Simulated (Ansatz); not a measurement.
**InP (Fm-3m), comparing deformations**

Level of theory: DFT PBE, scalar-relativistic, plane waves, PAW (Ansatz 0.2.0). Cutoff 420 eV, Γ-centred 18×18×18 k-points, Gaussian smearing of 0.15 eV. No spin polarisation. Energies are free energies at this smearing, counted from the undisturbed cell; pressure is positive in compression.

Reference structure (relaxed at this level; this rock-salt form isn't the usual structure):

```
CELL_PARAMETERS angstrom
0.00000 2.77016 2.77016
2.77016 0.00000 2.77016
2.77016 2.77016 0.00000
ATOMIC_POSITIONS crystal
In 0.00000 0.00000 0.00000
P 0.50000 0.50000 0.50000
```

The cell is strained by ε times a Voigt pattern (xx, yy, zz, yz, xz, xy; engineering shear) with fractional coordinates fixed. τ = (1/V0) dE/dε comes from the stress tensor. Of each scan, only the three points used here are listed.

| pattern | ε | τ (GPa) |
| --- | --- | --- |
| (1, 1, 0, 0, 0, 0) | -0.0150 | -5.98 |
| (1, 1, 0, 0, 0, 0) | 0.0000 | -0.01 |
| (1, 1, 0, 0, 0, 0) | 0.0150 | 5.05 |
| (0, 0, 1, 0, 0, 0) | -0.0200 | -3.32 |
| (0, 0, 1, 0, 0, 0) | 0.0000 | -0.01 |
| (0, 0, 1, 0, 0, 0) | 0.0100 | 1.36 |

Problem. Which constants do the scans give, and which deformation costs least for the same size of strain tensor?

Solution. The slope dτ/dε at zero (parabola through three points) is pᵀCp: (1, 1, 0, 0, 0, 0) gives 2(C11 + C12) = 368 GPa; (0, 0, 1, 0, 0, 0) gives C11 = 147 GPa. The size of the strain tensor, ε:ε, is ε² times 2.0, 1.0. Per unit of it the stiffnesses are 184, 147 GPa, so (0, 0, 1, 0, 0, 0) is the softest of these: at ε:ε = (1 %)² the quadratic term costs 0.97 meV/atom against 1.22 for the stiffest. These are clamped-ion values.

Problem. What else follows for this cubic crystal?

Solution. From the unrounded slopes C11 = 146.6 and C12 = 37.3 GPa, so B = (C11 + 2 C12)/3 = 74 GPa and the Poisson ratio for a pull along a cube edge is C12/(C11 + C12) = 0.20.

In a metal these slopes depend on the k mesh and the smearing.